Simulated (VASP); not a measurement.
Wanted: the native input for a VASP 6.6.1 run.

```
Task                   : single point
Functional             : PBE
Potentials or basis    : VASP PAW PBE potentials, release 64 (Si, Se)
Cutoff                 : 520 eV
k mesh                 : 9 × 9 × 7
Occupations            : fermi-dirac, width 0.05 eV
Spin                   : no spin polarisation
Further INCAR settings : ALGO = Normal; EDIFF = 1e-07; NBANDS = 12
```

The structure of SiSe lies in POSCAR:

```
SiSe
1.0
    3.5952000000      0.0000000000      0.0000000000
   -1.7976000000      3.1135300000      0.0000000000
    0.0000000000      0.0000000000      3.5987300000
Si Se
1 1
Direct
    0.6666700000      0.3333300000      0.5000000000
    0.0000000000      0.0000000000      0.0000000000
```

The cell was built by a generator and needn't be a form met in nature.

One way to write it, as run:

INCAR

```
SYSTEM = SiSe
  ALGO = Normal
  EDIFF = 1E-7
  ENCUT = 520
  GGA = PE
  ISIF = 2
  ISMEAR = -1
  LASPH = .True.
  LCHARG = .True.
  LELF = .True.
  LREAL = .False.
  LVHAR = .True.
  LWAVE = .False.
  NBANDS = 12
  NELM = 80
  PREC = Accurate
  SIGMA = 0.05
```

KPOINTS

```
k-points
0
Gamma
  9 9 7
  0 0 0
```

Potentials or basis: VASP PAW PBE potentials, release 64 (Si, Se).

Command:

```console
$ cat potpaw_PBE.64/Si/POTCAR potpaw_PBE.64/Se/POTCAR > POTCAR
$ mpirun -np 1 vasp_std > vasp.out
```

Results of the run:

| Property | Result |
| --- | --- |
| Pressure | 0.4 GPa |
| Band gap on the k mesh | none (metal or under the smearing width) |

Wall time 34 s on 1 thread of Intel(R) Xeon(R) Platinum 8488C (Sapphire Rapids), on a shared host, peak memory 0.19 GiB.
